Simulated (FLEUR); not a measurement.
**Rh: equation of state with AM05**

**Measured values to compare with.**

“Thermal equation of state of rhodium characterized by XRD in a resistively heated diamond anvil cell”, 2024, pmc:11535440 quotes, for a bulk crystal of Rh: bulk modulus 264 ± 1 GPa.

The system is Rh.

```
CELL_PARAMETERS angstrom
0.00000 1.89785 1.89785
1.89785 0.00000 1.89785
1.89785 1.89785 0.00000
ATOMIC_POSITIONS crystal
Rh 0.00000 0.00000 0.00000
```

```json
{
 "Program": "FLEUR MaX-R8.1 (later development tree)",
 "Task": "equation of state",
 "Functional": "AM05",
 "Potentials or basis": "all-electron",
 "Basis": "FLAPW",
 "Kmax": "4.26 1/bohr",
 "k mesh": "12 × 12 × 12",
 "Occupations": "fermi-dirac, width 0.05 eV",
 "Spin": "no spin polarisation"
}
```

```json
{
  "Equilibrium volume": "13.42 Å³/atom",
  "Bulk modulus": "299 GPa",
  "Pressure derivative of the bulk modulus": "5.1 (rough: it moves with the points fitted)"
}
```

Energy against volume, from the lowest point:
```
volume (Å³/atom)  energy (meV/atom)
          12.851              19.79
          13.125               1.83
          13.671               0.00
          14.218              35.49
          14.492              64.40
```

Measured bulk modulus of Rh: 264 GPa (quoted in “Thermal equation of state of rhodium characterized by XRD in a resistively heated diamond anvil cell”, 2024, pmc:11535440). This calculation gives 299 GPa (+13.2 %). The fit is for a static lattice scaled at fixed shape and fixed fractional positions.
